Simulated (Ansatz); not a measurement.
# Nickel, simple cubic under RPBE: structure, energy and stiffness

Aim: take nickel in the simple cubic structure, relax it, solve it on a dense k-mesh, then scale the cell to 7 volumes from 88 to 112 % of the relaxed one and try a fit of the equation of state. The start is ferromagnetic. The k-meshes are 14×14×14 for the relaxation; 22×22×22 for the dense run; 15×15×15 for the volumes.

This is Ni in the simple cubic structure; at room conditions it is fcc.

Program: Ansatz 0.2.0. Level of theory: DFT RPBE, plane waves (420 eV) with PAW, scalar-relativistic; PAW files made under PBE, frozen cores solved again for the functional. These are calculated values, not measurements.

### 1 The starting structure

It takes space group Pm-3m (No. 221, cubic). Conventional cell: a = 2.278 Å, b = 2.278 Å, c = 2.278 Å, α = 90.00°, β = 90.00°, γ = 90.00°. Ni (site symmetry m-3m) has 6 Ni at 2.28 Å as nearest neighbours.

Structure file:

```cif
data_structure
_symmetry_space_group_name_H-M 'Pm-3m'
_symmetry_Int_Tables_number 221
_cell_length_a 2.2776
_cell_length_b 2.2776
_cell_length_c 2.2776
_cell_angle_alpha 90.000
_cell_angle_beta 90.000
_cell_angle_gamma 90.000
_cell_volume 11.81
loop_
_atom_site_label
_atom_site_type_symbol
_atom_site_symmetry_multiplicity
_atom_site_Wyckoff_symbol
_atom_site_fract_x
_atom_site_fract_y
_atom_site_fract_z
_atom_site_occupancy
Ni1 Ni 1 a 0.00000 0.00000 0.00000 1
```

The atoms start with moments of +0.8 μB.

### 2 Relaxation of the cell

File input.yaml:

```yaml
crystal:
  lattice:
    - [2.2775907947, 0.0, 0.0]
    - [0.0, 2.2775907947, 0.0]
    - [0.0, 0.0, 2.2775907947]
  atoms:
    - { symbol: Ni, position: [0.0, 0.0, 0.0], spin: 0.8 }
hamiltonian:
  xc: rpbe
  pseudopotentials:
    kind: paw
    azcp:
      Ni: "pseudopotentials/Ni.paw.azcp"
basis:
  ecutwfc: 420
  fft_grid_basis: typed
kpoints:
  mp_grid: { grid: [14, 14, 14], shift: [0, 0, 0] }
magnetization:
  spin_polarized: true
scf:
  occupations: { method: fermi_dirac, width: 0.05 }
relax:
  max_steps: 60
  f_tol: 0.01
  cell: {}
```

After this run come: Dense single point; The cell scaled to 88 % of its volume; The cell scaled to 92 % of its volume; The cell scaled to 96 % of its volume; The cell scaled to 100 % of its volume; The cell scaled to 104 % of its volume; The cell scaled to 108 % of its volume; The cell scaled to 112 % of its volume.

Q: Predict the outcome of this session. Wanted: space group; conventional cell; volume; shortest distance; gap on the mesh; magnetic state; relative to fcc, ferromagnetic; V₀, B₀, B₀′.

As calculated:

| quantity | value |
| --- | --- |
| space group (spins left aside) | Pm-3m (No. 221) |
| conventional cell | a = 2.355 Å |
| volume | 13.062 Å³/atom |
| shortest distance | 2.355 Å |
| gap on the mesh | none (levels filled in part) |
| magnetic state | ferromagnetic, up to 0.66 μB per atom |
| relative to fcc, ferromagnetic | +687 meV/atom |
| V₀, B₀, B₀′ | 13.081 Å³/atom, 119 GPa, 5.2 |

What this shows: The relaxation enlarged the cell by 10.6 % in volume. Against the reference form of nickel (fcc, ferromagnetic, computed apart with the same settings) it stands 687 meV/atom higher. It ends ferromagnetic, with up to 0.66 μB per atom. Levels at the Fermi energy are filled in part, as in a metal. The fitted modulus is 119 GPa. The symmetry was held, so the structure may be unstable against distortions that break it.
